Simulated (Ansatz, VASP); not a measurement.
## Two plane-wave programs on Pt

INCAR

```
  ALGO = Fast
  EDIFF = 1E-6
  ENCUT = 520
  GGA = PS
  ISIF = 2
  ISMEAR = 0
  LASPH = T
  LCHARG = T
  LELF = T
  LREAL = F
  LVHAR = T
  LWAVE = F
  NBANDS = 11
  NELM = 80
  PREC = Accurate
  SIGMA = 0.15
```

The input KPOINTS:

```
k-points
0
Gamma
  22 22 22
```

Contents of POSCAR:

```
Pt
1.0
   -1.6317466000      1.6317466000      1.6317466000
    1.6317466000     -1.6317466000      1.6317466000
    1.6317466000      1.6317466000     -1.6317466000
Pt
1
Direct
    0.0000000000      0.0000000000      0.0000000000
```

Input for Ansatz:

```yaml
crystal:
  lattice:
    - [-1.6317466, 1.6317466, 1.6317466]
    - [1.6317466, -1.6317466, 1.6317466]
    - [1.6317466, 1.6317466, -1.6317466]
  atoms:
    - { symbol: Pt, position: [0.0, 0.0, 0.0] }
basis:
  ecutwfc: 420
kpoints:
  mp_grid: { grid: [22, 22, 22] }
hamiltonian:
  xc: pbesol
scf:
  occupations: { method: gaussian, width: 0.15 }
output:
  forces: true
  stress: true
  eigenvalues: true
```

Change from the starting cell: strain +0.030 along x and y, +0.030 along z, atoms carried along.

Alike in both runs: task single point; functional PBEsol; k mesh 22 × 22 × 22; occupations gaussian, width 0.15 eV; no spin polarisation.

```csv
,VASP,Ansatz
version,VASP 6.6.1,Ansatz 0.2.0
potentials or method,"VASP PAW PBE potentials, release 64 (Pt)","scalar-relativistic, plane waves, PAW"
plane-wave cutoff (eV),520,420
valence electrons in the cell,10,18
```

```csv
,VASP,Ansatz,Ansatz less VASP
gap on the k mesh at the Fermi level (eV),none,none,-
pressure (GPa),-25.9,-25.6,+0.26
```

A gap of «none» marks a metal or a gap that the smearing closes. The functional is the same, so the differences come from potentials, cutoffs and numerics. The two sets of potentials don't hold the same shells in valence.

Caveats: so large a pressure means that the cell lies far from this level's equilibrium, or that cutoff or potentials fall short (VASP); the potentials were made for another functional, which shifts forces and pressure (VASP). Spin-orbit coupling is left out, which matters for the levels of Pt.
